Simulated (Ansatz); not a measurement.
# PtS2 (P-3m1) in Ansatz: a series of runs

One crystal, PtS2, is run at these levels: PBE; tasks: band structure, single point, equation of state.

All numbers are computed with Ansatz 0.2.0; they aren't measurements. Logs are shortened: lines on timing, memory, paths and dates and some standing lists are left out, and cuts for length are marked.

## 1. Starting point

It takes space group P-3m1 (No. 164, trigonal). Conventional cell: a = 3.543 Å, b = 3.543 Å, c = 5.039 Å, α = 90.00°, β = 90.00°, γ = 120.00°. Pt (site symmetry -3m) is surrounded by 6 S at 2.34 Å. S (site symmetry 3m) is surrounded by 3 Pt at 2.34 Å.

## 2. Band structure, PBE

input.yaml

```yaml
crystal:
  lattice:
    - [3.5432, 0.0, 0.0]
    - [-1.7716, 3.0685012107, 0.0]
    - [0.0, 0.0, 5.0388]
  atoms:
    - { symbol: Pt, position: [0.0, 0.0, 0.0] }
    - { symbol: S, position: [0.6666666667, 0.3333333333, 0.773] }
    - { symbol: S, position: [0.3333333333, 0.6666666667, 0.227] }
hamiltonian:
  xc: pbe
  pseudopotentials: { kind: paw }
kpoints:
  mp_grid: { grid: [9, 9, 5] }
  band_path:
    path:
      - [[0.0, 0.0, 0.0], [0.5, 0.0, 0.0], [0.3333333333, 0.3333333333, 0.0], [0.0, 0.0, 0.0], [0.0, 0.0, 0.5], [0.5, 0.0, 0.5], [0.3333333333, 0.3333333333, 0.5], [0.0, 0.0, 0.5]]
      - [[0.5, 0.0, 0.5], [0.5, 0.0, 0.0]]
      - [[0.3333333333, 0.3333333333, 0.0], [0.3333333333, 0.3333333333, 0.5]]
    npoints: 14
scf:
  occupations: { method: fermi_dirac, width: 0.05 }
  n_extra_bands: 7
output:
  forces: true
  stress: true
  eigenvalues: true
  fatbands: false
  write_density: true
  write_potential: true
  elf: true
  volumetric_format: npy
```

Potentials or basis: Ansatz PAW.

Command:

```sh
$ ansatz run input.yaml --threads 2 --pin off --max-ram 5632MiB --backend cpu --events-out ev --progress --plain --runs-dir out
```

Standard output:

```text
Warning: RAYON_NUM_THREADS=2 ignored (pool sized by the plan → 2); use --threads N
scf.n_extra_bands = 7 over 15 filled bands (N_el = 30.0): the run solves 22 bands
Engine: ansatz 0.2.0, aarch64-unknown-linux-gnu
Pseudopotentials: kind: paw
Pseudopotential: Pt, paw, valence charge 18, recommended cutoff 420 eV (normal), Pt.paw.azcp
Pseudopotential: S, paw, valence charge 6, recommended cutoff 420 eV (normal), S.paw.azcp
Functional definition: PBE
  parameter kappa = 0.804
  parameter beta = 0.06672455060314922
  exchange = pbe_x(kappa = kappa, mu = beta*pi^2/3)
  correlation = pbe_c(beta = beta)
Crystal: 3 atoms, lattice volume = 54.783 Å³
Basis set: ecut = 420 eV, 1043 PW (Γ), exchange–correlation on 48×48×72 points (8 copies of the dense FFT grid, shifted against one another)
Bands: 22, of which v1, the nominal top of the filled ones, is band 15 counted from 1 (14 counted from 0)
Symmetry: 12 space group operations
Space group: P-3m1 (ITA 164), of the structure as read, at distance tolerance 3.8e-5 Å
k-points: 50 of 405
Non-local potential: Pt, projectors of the file, l = 0: 3, l = 1: 2, l = 2: 2, l = 3: 1
Non-local potential: S, projectors of the file, l = 0: 2, l = 1: 2, l = 2: 2
PAW form: soft (Blöchl's): semilocal exchange-correlation on the pseudo side does not see the compensation charge
PAW one-centre angular grid: Pt, 590 points (default); XC on 64 Gauss nodes
PAW one-centre angular grid: S, 110 points (default); XC on 64 Gauss nodes
Initial density: superposition of atomic densities (neutral atoms: chi_scale 0, normalization atom), corrected by the library's trained network
Initial wavefunctions: pseudopotential atomic-orbital guess
Functional: x = pbe(κ = 0.804, μ = 0.2195149727645171), c = pbe(β = 0.06672455060314922)
SCF iter   1: F=—  HF=-14328.057975 eV  |F-HF|=—  |Δ(HF+E_count)|=         —  Δρ=3.34e-3  dr2=6.08e-3  ethr=1.77e-3  ⟨swp⟩=5.8  Hψ=5688  notcnv=0  defer=33
preconditioner: auto → Resta (q_TF=auto, 2.468 Å⁻¹)  ε∞=4.8  [insulator: Δε(μ)=1.017 eV  Ē_g=12.108 eV  σ=0.050 eV  W_gap=1.00  n_scr=20 (ndim 8)  ℏωp=23.5 eV  f_vac=0.021  D(μ)=0.00/eV (n_scr^D=0)  ε∞_Penn≈4.8]
SCF iter   2: F=—  HF=-14328.057608 eV  |F-HF|=—  |Δ(HF+E_count)|=   3.67e-4  Δρ=1.73e-3  dr2=2.01e-3  ethr=2.03e-5  ⟨swp⟩=2.2  Hψ=1744  notcnv=0  defer=45
SCF iter   3: F=—  HF=-14328.057674 eV  |F-HF|=—  |Δ(HF+E_count)|=   6.60e-5  Δρ=4.66e-4  dr2=1.54e-4  ethr=6.71e-6  ⟨swp⟩=2.0  Hψ=1648  notcnv=0  defer=45
SCF iter   4: F=—  HF=-14328.057657 eV  |F-HF|=—  |Δ(HF+E_count)|=   1.69e-5  Δρ=1.92e-4  dr2=1.97e-5  ethr=5.14e-7  ⟨swp⟩=2.4  Hψ=1376  notcnv=0  defer=45
SCF iter   5: F=—  HF=-14328.057684 eV  |F-HF|=—  |Δ(HF+E_count)|=   2.77e-5  Δρ=8.18e-5  dr2=4.98e-6  ethr=6.55e-8  ⟨swp⟩=2.0  Hψ=1466  notcnv=0  defer=45
SCF iter   6: F=—  HF=-14328.057685 eV  |F-HF|=—  |Δ(HF+E_count)|=   3.49e-7  Δρ=2.51e-5  dr2=5.49e-7  ethr=1.66e-8  ⟨swp⟩=2.3  Hψ=1517  notcnv=0  defer=45
SCF iter   7: F=-14328.057685 eV  HF=-14328.057685 eV  |F-HF|=1.27e-8  |Δ(HF+E_count)|=   1.96e-7  Δρ=3.23e-6  dr2=4.47e-9  ethr=3.33e-10  ⟨swp⟩=13.9  Hψ=8175  notcnv=0
SCF 1 converged in 7 iterations: F = -14328.057685 eV  dr2 = 4.47e-9
NSCF: frozen V_eff on 129 k-points
SCF converged after 7 iterations
Free energy (F): -14328.057685 eV
Harris-Foulkes:  -14328.057685 eV  (|F-HF|=1.27e-8)
Internal energy: -14328.057681 eV  (E = F + TS)
E sigma→0 (E₀):  -14328.057683 eV
Entropy (-TS):   -0.000004 eV (-0.001 meV/atom)
Fermi energy:    11.452763 eV
--- Per-component energies (eV) ---
  E_band       = -320.280161
  E_kinetic    = 855.116539
  E_local      = -3139.943450  (includes V_loc(G=0)·N_el)
  E_nonlocal   = 255.086261
  E_hartree    = 1243.845010
  E_xc         = -457.839999
  E_vxc        = -480.233366  (∫ρ·V_xc dr)
  E_paw        = -10654.117856  (= ΣΔE_a)
  E_vpaw       = -297.994680  (= ΣTr[D̂ρ^β])
  E_aug_tail   = 0.000189  (compensation charges beyond the density's cutoff)
  E_ewald      = -2430.204375
  E_smearing   = -0.000004  (= −TS)
  E_closure    = -0.000000  (closes the sum)
  Σ components = -14328.057685   (vs F -14328.057685, Δ=0.00e0)
--- Forces (eV/Å), atoms counted from 1 ---
  atom   1  Pt    -0.00000000     0.00000000     0.00000000
  atom   2  S      0.00000000    -0.00000000    -1.25653198
  atom   3  S     -0.00000000     0.00000000     1.25653198
  max |Σ_I F_I| component: 9.25e-18 eV/Å
--- Stress (GPa, compression-positive) ---
       12.180327       0.000000       0.000000
        0.000000      12.180327       0.000000
        0.000000       0.000000      10.421321
  P = ⅓ Tr σ = 11.5940 GPa (115.940 kbar)
--- Band table (eV; the first three rows and the last of 50) ---
  k-point 0: bands = ["-88.5568", "-42.8296", "-42.8296", "-42.6485", "-4.6098", "-1.3517", "3.9164", "3.9164", "4.0535", "6.9794", "6.9794", "9.1793", "9.8213", "9.8213", "10.8438", "13.4286", "13.4286", "15.7403", "16.7294", "18.8135", "18.8135", "22.9034"]
  k-point 1: bands = ["-88.5568", "-42.8296", "-42.8296", "-42.6486", "-4.5246", "-1.5922", "3.9233", "3.9233", "4.4499", "6.9713", "6.9713", "9.0365", "9.7547", "9.7547", "10.5071", "13.5861", "13.5861", "15.8614", "17.3342", "18.7239", "18.7239", "22.0352"]
  k-point 2: bands = ["-88.5568", "-42.8296", "-42.8296", "-42.6486", "-4.3631", "-1.9753", "3.9346", "3.9346", "5.1756", "6.9587", "6.9587", "8.5932", "9.6521", "9.6521", "10.1129", "13.8547", "13.8547", "16.3016", "18.1745", "18.5366", "18.5366", "20.7464"]
  k-point 49: bands = ["-88.5563", "-42.8463", "-42.8463", "-42.6452", "-2.3083", "-2.3083", "4.4084", "4.4197", "4.4197", "6.5653", "6.5653", "7.3446", "7.5437", "9.1200", "9.1200", "13.0730", "13.0730", "18.0163", "18.9086", "19.2139", "19.2139", "21.5379"]
```

Run time: 3.3 s. Hardware: 2 threads of Arm Neoverse V2, shared host; peak memory 0.36 GiB.

Results:

```yaml
Free_energy: -14328.0577 eV
Pressure: 11.6 GPa
Largest_force: 1.257 eV/Å
Band_gap_on_the_k_mesh: 1.02 eV, indirect (least direct gap 1.07 eV)
Band_gap_along_the_path: 1.02 eV, indirect (least direct gap 1.54 eV)
```

Forces in eV/Å, atoms in the order of the input:
```
Pt   0.000  0.000  0.000
S    0.000  0.000 -1.257
S    0.000  0.000  1.257
```

Levels at the corners of the path, in eV from the valence-band top:
| point | band 12 | band 13 | band 14 | band 15 | band 16 | band 17 | band 18 | band 19 |
| --- | --- | --- | --- | --- | --- | --- | --- | --- |
| Γ | -1.76 | -1.12 | -1.12 | -0.10 | 2.49 | 2.49 | 4.80 | 5.79 |
| M | -3.29 | -3.20 | -2.97 | -2.31 | 1.81 | 2.87 | 5.53 | 6.53 |
| K | -3.65 | -2.67 | -1.46 | -1.46 | 1.07 | 1.07 | 5.71 | 8.04 |
| Γ | -1.76 | -1.12 | -1.12 | -0.10 | 2.49 | 2.49 | 4.80 | 5.79 |
| A | -2.46 | -1.30 | -1.30 | -0.87 | 2.96 | 2.96 | 5.47 | 7.37 |
| L | -3.24 | -3.08 | -2.69 | -1.34 | 2.12 | 2.39 | 5.40 | 5.57 |
| H | -3.54 | -3.52 | -1.85 | -1.85 | 2.26 | 2.26 | 7.26 | 7.94 |
| A | -2.46 | -1.30 | -1.30 | -0.87 | 2.96 | 2.96 | 5.47 | 7.37 |
| L | -3.24 | -3.08 | -2.69 | -1.34 | 2.12 | 2.39 | 5.40 | 5.57 |
| M | -3.29 | -3.20 | -2.97 | -2.31 | 1.81 | 2.87 | 5.53 | 6.53 |
| K | -3.65 | -2.67 | -1.46 | -1.46 | 1.07 | 1.07 | 5.71 | 8.04 |
| H | -3.54 | -3.52 | -1.85 | -1.85 | 2.26 | 2.26 | 7.26 | 7.94 |

Caveat: spin-orbit coupling is left out, which moves the levels of the heavy elements; forces of over 1 eV/Å show positions far from the minimum, so gaps and moduli don't describe the material at rest. As with any semilocal functional, this PBE gap is likely too small.

## 3. Single point, PBE, 17.17 Å³/atom (volume scaled by 0.94)

input.yaml

```yaml
crystal:
  lattice:
    - [3.4708695004, 0.0, 0.0]
    - [-1.7354347502, 3.0058611606, 0.0]
    - [0.0, 0.0, 4.9359384846]
  atoms:
    - { symbol: Pt, position: [0.0, 0.0, 0.0] }
    - { symbol: S, position: [0.6666666667, 0.3333333333, 0.773] }
    - { symbol: S, position: [0.3333333333, 0.6666666667, 0.227] }
hamiltonian:
  xc: pbe
  pseudopotentials: { kind: paw }
kpoints:
  mp_grid: { grid: [9, 9, 5] }
scf:
  occupations: { method: fermi_dirac, width: 0.05 }
output:
  forces: true
  stress: true
  eigenvalues: true
  write_density: true
  write_potential: true
  elf: true
  volumetric_format: npy
```

Potentials or basis: Ansatz PAW.

Command:

```sh
$ ansatz run input.yaml --threads 2 --pin off --max-ram 5632MiB --backend cpu --events-out ev --progress --plain --runs-dir out
```

Run time: 1.8 s. Hardware: 2 threads of Arm Neoverse V2, shared host; peak memory 0.34 GiB.

The run converged. Its results:

```yaml
Free_energy: -14327.6982 eV
Pressure: 24.1 GPa
Largest_force: 2.317 eV/Å
Band_gap_on_the_k_mesh: 1.08 eV, indirect (least direct gap 1.13 eV)
```

Caveat: odd divisions of the mesh miss points on the zone boundary, where band edges often lie, so the gap on the mesh can be too wide; spin-orbit coupling is left out, which moves the levels of the heavy elements; forces of over 1 eV/Å show positions far from the minimum, so gaps and moduli don't describe the material at rest.

## 4. Single point, PBE, 17.53 Å³/atom (volume scaled by 0.96)

input.yaml, as its differences from that of step 3:

```diff
@@ -2,5 +2,5 @@
   lattice:
-    - [3.4708695004, 0.0, 0.0]
-    - [-1.7354347502, 3.0058611606, 0.0]
-    - [0.0, 0.0, 4.9359384846]
+    - [3.4953130487, 0.0, 0.0]
+    - [-1.7476565244, 3.0270298944, 0.0]
+    - [0.0, 0.0, 4.9706997601]
   atoms:
```

Command:

```sh
$ ansatz run input.yaml --threads 2 --pin off --max-ram 5632MiB --backend cpu --events-out ev --progress --plain --runs-dir out
```

Wall time 1.8 s (2 threads of Arm Neoverse V2, shared host); peak memory 0.34 GiB.

Results (log left out):

| Property | Result |
| --- | --- |
| Free energy | -14327.8470 eV |
| Pressure | 19.5 GPa |
| Largest force | 1.934 eV/Å |
| Band gap on the k mesh | 1.06 eV, indirect (least direct gap 1.11 eV) |

Caveat: odd divisions of the mesh miss points on the zone boundary, where band edges often lie, so the gap on the mesh can be too wide; spin-orbit coupling is left out, which moves the levels of the heavy elements; forces of over 1 eV/Å show positions far from the minimum, so gaps and moduli don't describe the material at rest.

## 5. Single point, PBE, 17.90 Å³/atom (volume scaled by 0.98)

input.yaml, as its differences from that of step 4:

```diff
@@ -2,5 +2,5 @@
   lattice:
-    - [3.4953130487, 0.0, 0.0]
-    - [-1.7476565244, 3.0270298944, 0.0]
-    - [0.0, 0.0, 4.9706997601]
+    - [3.5194194177, 0.0, 0.0]
+    - [-1.7597097089, 3.0479066223, 0.0]
+    - [0.0, 0.0, 5.0049815314]
   atoms:
```

Command:

```sh
$ ansatz run input.yaml --threads 2 --pin off --max-ram 5632MiB --backend cpu --events-out ev --progress --plain --runs-dir out
```

It took 1.8 s on 2 threads of Arm Neoverse V2, shared host; peak memory 0.34 GiB.

Results (log left out):

```yaml
Free_energy: -14327.9659 eV
Pressure: 15.3 GPa
Largest_force: 1.581 eV/Å
Band_gap_on_the_k_mesh: 1.04 eV, indirect (least direct gap 1.09 eV)
```

Caveat: odd divisions of the mesh miss points on the zone boundary, where band edges often lie, so the gap on the mesh can be too wide; spin-orbit coupling is left out, which moves the levels of the heavy elements; forces of over 1 eV/Å show positions far from the minimum, so gaps and moduli don't describe the material at rest.

## 6. Single point, PBE, 18.26 Å³/atom

input.yaml, as its differences from that of step 5:

```diff
@@ -2,5 +2,5 @@
   lattice:
-    - [3.5194194177, 0.0, 0.0]
-    - [-1.7597097089, 3.0479066223, 0.0]
-    - [0.0, 0.0, 5.0049815314]
+    - [3.5432, 0.0, 0.0]
+    - [-1.7716, 3.0685012107, 0.0]
+    - [0.0, 0.0, 5.0388]
   atoms:
@@ -20,5 +20 @@
   eigenvalues: true
-  write_density: true
-  write_potential: true
-  elf: true
-  volumetric_format: npy
```

Potentials or basis: Ansatz PAW.

Command:

```sh
$ ansatz run input.yaml --threads 2 --pin off --max-ram 5632MiB --backend cpu --events-out ev --progress --plain --runs-dir out
```

Run time: 1.4 s. Hardware: 2 threads of Arm Neoverse V2, shared host; peak memory 0.34 GiB.

It converged, with:

```
Free energy            : -14328.0577 eV
Pressure               : 11.6 GPa
Largest force          : 1.257 eV/Å
Band gap on the k mesh : 1.02 eV, indirect (least direct gap 1.07 eV)
```

Caveat: odd divisions of the mesh miss points on the zone boundary, where band edges often lie, so the gap on the mesh can be too wide; spin-orbit coupling is left out, which moves the levels of the heavy elements; forces of over 1 eV/Å show positions far from the minimum, so gaps and moduli don't describe the material at rest.

## 7. Single point, PBE, 18.63 Å³/atom (volume scaled by 1.02)

input.yaml, as its differences from that of step 6:

```diff
@@ -2,5 +2,5 @@
   lattice:
-    - [3.5432, 0.0, 0.0]
-    - [-1.7716, 3.0685012107, 0.0]
-    - [0.0, 0.0, 5.0388]
+    - [3.5666655845, 0.0, 0.0]
+    - [-1.7833327923, 3.088823003, 0.0]
+    - [0.0, 0.0, 5.0721705089]
   atoms:
@@ -20 +20,5 @@
   eigenvalues: true
+  write_density: true
+  write_potential: true
+  elf: true
+  volumetric_format: npy
```

Command:

```sh
$ ansatz run input.yaml --threads 2 --pin off --max-ram 5632MiB --backend cpu --events-out ev --progress --plain --runs-dir out
```

It took 1.9 s on 2 threads of Arm Neoverse V2, shared host; peak memory 0.34 GiB.

Results (log left out):

```
Free energy            : -14328.1253 eV
Pressure               : 8.2 GPa
Largest force          : 0.957 eV/Å
Band gap on the k mesh : 1.00 eV, indirect (least direct gap 1.05 eV)
```

Caveat: odd divisions of the mesh miss points on the zone boundary, where band edges often lie, so the gap on the mesh can be too wide; spin-orbit coupling is left out, which moves the levels of the heavy elements.

## 8. Single point, PBE, 18.99 Å³/atom (volume scaled by 1.04)

input.yaml, as its differences from that of step 7:

```diff
@@ -2,5 +2,5 @@
   lattice:
-    - [3.5666655845, 0.0, 0.0]
-    - [-1.7833327923, 3.088823003, 0.0]
-    - [0.0, 0.0, 5.0721705089]
+    - [3.5898263996, 0.0, 0.0]
+    - [-1.7949131998, 3.1088808573, 0.0]
+    - [0.0, 0.0, 5.105107604]
   atoms:
```

Command:

```sh
$ ansatz run input.yaml --threads 2 --pin off --max-ram 5632MiB --backend cpu --events-out ev --progress --plain --runs-dir out
```

Wall time 1.9 s (2 threads of Arm Neoverse V2, shared host); peak memory 0.34 GiB.

Results (log left out):

```yaml
Free_energy: -14328.1712 eV
Pressure: 5.2 GPa
Largest_force: 0.681 eV/Å
Band_gap_on_the_k_mesh: 0.97 eV, indirect (least direct gap 1.03 eV)
```

Caveat: odd divisions of the mesh miss points on the zone boundary, where band edges often lie, so the gap on the mesh can be too wide; spin-orbit coupling is left out, which moves the levels of the heavy elements.

## 9. Single point, PBE, 19.36 Å³/atom (volume scaled by 1.06)

input.yaml, as its differences from that of step 8:

```diff
@@ -2,5 +2,5 @@
   lattice:
-    - [3.5898263996, 0.0, 0.0]
-    - [-1.7949131998, 3.1088808573, 0.0]
-    - [0.0, 0.0, 5.105107604]
+    - [3.6126921524, 0.0, 0.0]
+    - [-1.8063460762, 3.12868318, 0.0]
+    - [0.0, 0.0, 5.1376250896]
   atoms:
@@ -20,5 +20 @@
   eigenvalues: true
-  write_density: true
-  write_potential: true
-  elf: true
-  volumetric_format: npy
```

Potentials or basis: Ansatz PAW.

Command:

```sh
$ ansatz run input.yaml --threads 2 --pin off --max-ram 5632MiB --backend cpu --events-out ev --progress --plain --runs-dir out
```

Wall time 1.5 s (2 threads of Arm Neoverse V2, shared host); peak memory 0.34 GiB.

Results (log left out):

* Free energy: -14328.1976 eV
* Pressure: 2.5 GPa
* Largest force: 0.426 eV/Å
* Band gap on the k mesh: 0.95 eV, indirect (least direct gap 1.01 eV)

Caveat: odd divisions of the mesh miss points on the zone boundary, where band edges often lie, so the gap on the mesh can be too wide; spin-orbit coupling is left out, which moves the levels of the heavy elements.

## 10. Equation of state, PBE

This step only gathers the single runs of the series.

What came out:

```yaml
Equilibrium_volume: "19.74 Å³/atom (rough: see the caveat)"
Bulk_modulus_at_fixed_shape_and_positions: 124 GPa (rough)
```

Energy against volume, from the lowest point:
```tsv
volume (Å³/atom)	energy (meV/atom)
17.165	166.47
17.531	116.84
17.896	77.24
18.261	46.63
18.626	24.09
18.992	8.80
19.357	0.00
```

Caveat: the minimum lies outside the volumes run; the cell was scaled at fixed shape and fractional positions, which overstates the stiffness of a crystal with free parameters, most of all of layers and chains.
